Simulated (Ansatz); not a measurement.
# A vibration from a frozen displacement in MgO

All numbers below come from DFT PBEsol, scalar-relativistic, plane waves, PAW (Ansatz 0.2.0). Cutoff 420 eV, Γ-centred 10×10×10 k-points, Gaussian smearing of 0.05 eV. No spin polarisation. Energies are free energies at this smearing, counted from the undisturbed cell; pressure is positive in compression.

The undisturbed cell (relaxed at this level):

```xyz
2
Lattice="0.0000 2.1071 2.1071 2.1071 0.0000 2.1071 2.1071 2.1071 0.0000" Properties=species:S:1:pos:R:3 pbc="T T T"
Mg    0.0000    0.0000    0.0000
O     2.1071    2.1071    2.1071
```

Every Mg atom is moved by x along the Cartesian unit vector (0.000, 1.000, 0.000); the cell and all other atoms stay fixed. The cell's volume is 18.71 Å³; the moved atoms weigh 24.305 u together and the others 15.999 u. Some rows repeat others by symmetry and weren't run.

| x (Å) | ΔE (meV/cell) | total force on the moved atoms along the move (eV/Å) | pressure (GPa) |
| --- | --- | --- | --- |
| -0.2000 | 122.19 | 1.3822 | 4.0027 |
| -0.1750 | 90.70 | 1.1426 | 3.0183 |
| -0.1500 | 64.83 | 0.9306 | 2.1870 |
| -0.1250 | 43.97 | 0.7415 | 1.4993 |
| -0.1000 | 27.60 | 0.5713 | 0.9472 |
| -0.0750 | 15.29 | 0.4157 | 0.5243 |
| -0.0500 | 6.72 | 0.2712 | 0.2257 |
| -0.0250 | 1.67 | 0.1338 | 0.0479 |
| 0.0000 | 0.00 | 0.0000 | -0.0111 |
| 0.0250 | 1.67 | -0.1338 | 0.0479 |
| 0.0500 | 6.72 | -0.2712 | 0.2257 |
| 0.0750 | 15.29 | -0.4157 | 0.5243 |
| 0.1000 | 27.60 | -0.5713 | 0.9472 |
| 0.1250 | 43.97 | -0.7415 | 1.4993 |
| 0.1500 | 64.83 | -0.9306 | 2.1870 |
| 0.1750 | 90.70 | -1.1426 | 3.0183 |
| 0.2000 | 122.19 | -1.3822 | 4.0027 |

Problem. What frequency belongs to this motion?

Solution. The force constant is k = −dF/dx = 5.352 eV/Å², from the parabola through x = -0.0250, 0 and 0.0250. In every cell the moved atoms swing against the rest, so the mass is μ = m₁m₂/(m₁ + m₂) = 9.648 u, and ν̃ = 521.5 cm⁻¹ × √(|k|/μ) = 388 cm⁻¹. To first order in x, and within 1 %, the force on every atom lies along the move and, within each of the two groups, in proportion to the atom's mass, so this is itself a mode at the zone centre of this cell, taken without macroscopic field (the transverse frequency in a polar insulator).

Problem. How far does the harmonic law reach?

Solution. At x = -0.200 Å, kx²/2 = 107.04 meV against the computed 122.19 meV (+14.2 %): the well stiffens in this direction at large amplitude.

Problem. The pressure changes with x². What does that say about the frequency under compression?

Solution. With E = k(V)x²/2, k ∝ V^(−2γ) and x scaling with the cell as V^(1/3), P − P0 = −∂E/∂V = (2γ − 2/3) ΔE/V. At x = 0.0500 Å, V(P − P0) = 18.71 × 0.23682 / 160.2 eV = 27.66 meV and ΔE = 6.72 meV, so γ = 1/3 + V(P − P0)/(2ΔE) = 2.39. This is the Grüneisen parameter of the motion under uniform scaling of the cell: shrinking the cell evenly by 1 % in volume raises the frequency by about 2.39 %.